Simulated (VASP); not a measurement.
# AgI (F-43m) in VASP: settings compared, part 2 of 2

VASP 6.6.1. Earlier steps stand in the parts before.

**4. Single point, PBE**

Input file INCAR:

```
SYSTEM = AgI
PREC = Accurate ; ENCUT = 520
EDIFF = 1E-6 ; ISMEAR = -1
SIGMA = 0.038 ; LREAL = .FALSE.
LASPH = .TRUE. ; NELM = 100
ALGO = Fast ; ISIF = 2
LWAVE = .FALSE. ; LCHARG = .FALSE.
GGA = PE ; NBANDS = 16
```

Input file KPOINTS:

```
regular mesh
0
G
  4 4 4
  0 0 0
```

Input file POSCAR:

```
AgI
1.0
    0.0000000000      3.2820957782      3.2820957782
    3.2820957782      0.0000000000      3.2820957782
    3.2820957782      3.2820957782      0.0000000000
Ag I
1 1
Direct
    0.0000000000      0.0000000000      0.0000000000
    0.7500000000      0.7500000000      0.7500000000
```

Potentials or basis: VASP PAW PBE potentials, release 64 (Ag, I).

Command:

```console
> cat potpaw_PBE.64/Ag/POTCAR potpaw_PBE.64/I/POTCAR > POTCAR
> mpirun -np 1 vasp_std > vasp.out
```

OUTCAR:

```text
SYSTEM = AgI
   PREC = Accurate
   ENCUT = 520
   EDIFF = 1E-6
   ISMEAR = -1
   LREAL = .FALSE.
   LASPH = .TRUE.
   NELM = 100
   ISIF = 2
   GGA = PE

 ion  position               nearest neighbor table
   1  0.000  0.000  0.000-   2 2.84   2 2.84   2 2.84   2 2.84
   2  0.750  0.750  0.750-   1 2.84   1 2.84   1 2.84   1 2.84

  LATTYP: Found a face centered cubic cell.
 ALAT       =     6.5641915564

  Lattice vectors:

 A1 = (   0.0000000000,   3.2820957782,   3.2820957782)
 A2 = (   3.2820957782,   0.0000000000,   3.2820957782)
 A3 = (   3.2820957782,   3.2820957782,   0.0000000000)

Analysis of symmetry for initial positions (statically):
=====================================================================
 Subroutine PRICEL returns:
 Original cell was already a primitive cell.

 Routine SETGRP: Setting up the symmetry group for a
 face centered cubic supercell.

 Subroutine GETGRP returns: Found 24 space group operations
 (whereof 24 operations were pure point group operations)
[... 145 lines left out ...]
  free energy    TOTEN  =        -4.77034279 eV

  energy without entropy =       -4.77034278  energy(sigma->0) =       -4.77034279

 E-fermi :   3.4787     XC(G=0):  -8.2761

 val. band max:        2.7892243120   @ k =   0.0000   0.0000   0.0000
 cond. band min:       4.1286117440   @ k =   0.0000   0.0000   0.0000
 fundamental gap:      1.3393874320
 Fermi energy:         3.4787384237

 k-point     1 :       0.0000    0.0000    0.0000
  band No.  band energies     occupation
      1      -9.8363      2.00000
      2      -1.2447      2.00000
      3      -1.2447      2.00000
      4      -1.2447      2.00000
      5      -0.1546      2.00000
      6      -0.1546      2.00000
[... 129 lines left out ...]
      3      -0.9684      2.00000
      4      -0.7688      2.00000
      5      -0.2133      2.00000
      6       0.0617      2.00000
[... 8 lines left out ...]
     15      14.3590      0.00000
     16      14.3632      0.00000

------------------------ aborting loop because EDIFF is reached ----------------------------------------

  FORCE on cell =-STRESS in cart. coord.  units (eV):
  Direction    XX          YY          ZZ          XY          YZ          ZX
  --------------------------------------------------------------------------------------
  -------------------------------------------------------------------------------------
  Total        0.3981801      0.3981801      0.3981801      0.0000000      0.0000000     -0.0000000
  in kB        9.0220743      9.0220743      9.0220743      0.0000000      0.0000000     -0.0000000
  external PRESSURE =       9.0220743 kB  Pullay stress =       0.0000000 kB

 VOLUME and BASIS-vectors are now :
 -----------------------------------------------------------------------------
  energy-cutoff  :      520.00
  volume of cell :       70.71
      direct lattice vectors                 reciprocal lattice vectors
     0.000000000  3.282095778  3.282095778    -0.152341685  0.152341685  0.152341685
     3.282095778  0.000000000  3.282095778     0.152341685 -0.152341685  0.152341685
     3.282095778  3.282095778  0.000000000     0.152341685  0.152341685 -0.152341685

 POSITION                                       TOTAL-FORCE (eV/Angst)
 -----------------------------------------------------------------------------------
      0.00000      0.00000      0.00000        -0.000000      0.000000     -0.000000
      4.92314      4.92314      4.92314         0.000000     -0.000000      0.000000
 -----------------------------------------------------------------------------------
    total drift:                               -0.000000     -0.000000     -0.000000

  FREE ENERGIE OF THE ION-ELECTRON SYSTEM (eV)
  ---------------------------------------------------
  free  energy   TOTEN  =        -4.7703427859 eV

  energy  without entropy=       -4.7703427842  energy(sigma->0) =       -4.77034279
```

OSZICAR:

```text
N       E                     dE             d eps       ncg     rms          rms(c)
DAV:   1     0.908739673490E+02    0.90874E+02   -0.77298E+03   256   0.948E+02
DAV:   2    -0.132691566108E+01   -0.92201E+02   -0.86279E+02   296   0.194E+02
DAV:   3    -0.479873928457E+01   -0.34718E+01   -0.34645E+01   312   0.380E+01
DAV:   4    -0.485565536897E+01   -0.56916E-01   -0.56914E-01   384   0.459E+00
DAV:   5    -0.485581087283E+01   -0.15550E-03   -0.15550E-03   344   0.240E-01    0.476E+00
RMM:   6    -0.477198574349E+01    0.83825E-01   -0.24367E-01   256   0.325E+00    0.355E+00
RMM:   7    -0.476960783109E+01    0.23779E-02   -0.19147E-02   266   0.695E-01    0.162E+00
RMM:   8    -0.477006953286E+01   -0.46170E-03   -0.33602E-03   273   0.390E-01    0.125E-01
RMM:   9    -0.477026528747E+01   -0.19575E-03   -0.40505E-04   284   0.149E-01    0.425E-02
RMM:  10    -0.477034356257E+01   -0.78275E-04   -0.13550E-04   305   0.776E-02    0.296E-02
RMM:  11    -0.477034259891E+01    0.96366E-06   -0.22016E-05   292   0.341E-02    0.951E-03
RMM:  12    -0.477034278590E+01   -0.18699E-06   -0.37899E-06   267   0.152E-02
   1 F= -.47703428E+01 E0= -.47703428E+01  d E =-.170296E-08
```

It took 5.9 s on 1 thread of Intel Xeon 6975P-C (Granite Rapids), shared host; peak memory 0.19 GiB.

What came out:

| Property | Result |
| --- | --- |
| Free energy | -4.7703 eV |
| Pressure | 0.9 GPa |
| Band gap on the k mesh | 1.34 eV, direct |

Caveat: spin-orbit coupling is left out, which moves the levels of the heavy elements.

**5. Summary**

| level | spin | k mesh | smearing | mesh quality | gap on the mesh (eV) | pressure (GPa) |
| --- | --- | --- | --- | --- | --- | --- |
| PBE | off | 4 × 4 × 4 | gaussian 0.1 eV | not flagged | 1.34 | 0.9 |
| BLYP | non-collinear, zero start, SOC | 1 × 1 × 1, shifted | gaussian 0.1 eV | coarse | - | 16.4 |
| PBE | off | 4 × 4 × 4 | fermi-dirac 0.038 eV | not flagged | 1.34 | 0.9 |

Alike in all rows: task single point; potentials or basis VASP PAW PBE potentials, release 64 (Ag, I); cell as given; cutoff (eV) 520.

Caveats: some runs use coarse meshes; spin-orbit coupling is left out, which moves the levels of the heavy elements (some runs); so large a pressure means that the cell lies far from this level's equilibrium, or that cutoff or potentials fall short (some runs); the potentials were made for another functional, which shifts forces and pressure (some runs).

Absolute energies hang on the potentials; compare differences alone.
